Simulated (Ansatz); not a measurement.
**LDA, PBE, PBEsol and r²SCAN on NbC**

```
Nb C
1.0
     0.00000    2.20000    2.20000
     2.20000    0.00000    2.20000
     2.20000    2.20000    0.00000
Nb C
1 1
Direct
  0.00000 0.00000 0.00000
  0.50000 0.50000 0.50000
```

Atoms are numbered in the order listed.

Conventional cell: a = 4.400 Å, b = 4.400 Å, c = 4.400 Å, α = 90.00°, β = 90.00°, γ = 90.00°. Nb (atom 1) has 6 C at 2.20 Å as nearest neighbours. C (atom 2) has 6 Nb at 2.20 Å as nearest neighbours.

The geometry is COD entry 1011323, unchecked; take it as a test cell. It is an old determination, and later ones may differ.

Spin polarisation is left out, and whether a magnetic state lies lower isn't shown here.

One fixed cell is solved with several functionals by PAW (frozen-core files) in Ansatz 0.2.0, scalar-relativistically. A positive pressure means that the functional wants a larger cell.

The PAW files were made with PBE; their cores are remade for each functional.

Settings: a Γ-centred 14×14×14 k mesh, Fermi–Dirac smearing of 0.08 eV, cutoff 420 eV, no spin polarisation.

Cutoffs: PBE 420 eV, LDA 420 eV, PBEsol 420 eV, r²SCAN 500 eV.

| setting | P (GPa) | lowest level at Γ above −25 eV, from the valence-band top or, without a gap, the Fermi level (eV) |
| --- | --- | --- |
| PBE | 19.51 | -13.73 |
| LDA | 6.40 | -13.58 |
| PBEsol | 11.66 | -13.70 |
| r²SCAN | 19.32 | -14.63 |
